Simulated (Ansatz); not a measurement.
Li₂O:
Space group Fm-3m (No. 225); a = b = c = 4.4940 Å, α = β = γ = 90.00°

```csv
atom,site,symmetry,x,y,z
O,4a,m-3m,0.0000,0.0000,0.0000
Li,8c,-43m,0.2500,0.2500,0.2500
```
(The calculation used a cell of 3 atoms; values per cell refer to that cell.)

Relaxed with LDA.

Task: Decompose the optical modes at the zone centre into irreducible representations, and say which are infrared and Raman allowed.

Result: Point group m-3m: Γ_opt = T1u + T2g. Infrared: T1u. Raman: T2g.

Task: Assign frequencies (DFPT, plane-wave PAW LDA (Ansatz code); without the LO–TO term).

Result: T1u 479, T2g 561 cm⁻¹.

The cell was relaxed with LDA under the symmetry of its start; phonons on a q-mesh show no instability.

Potentials: the later of the program's two PAW sets.
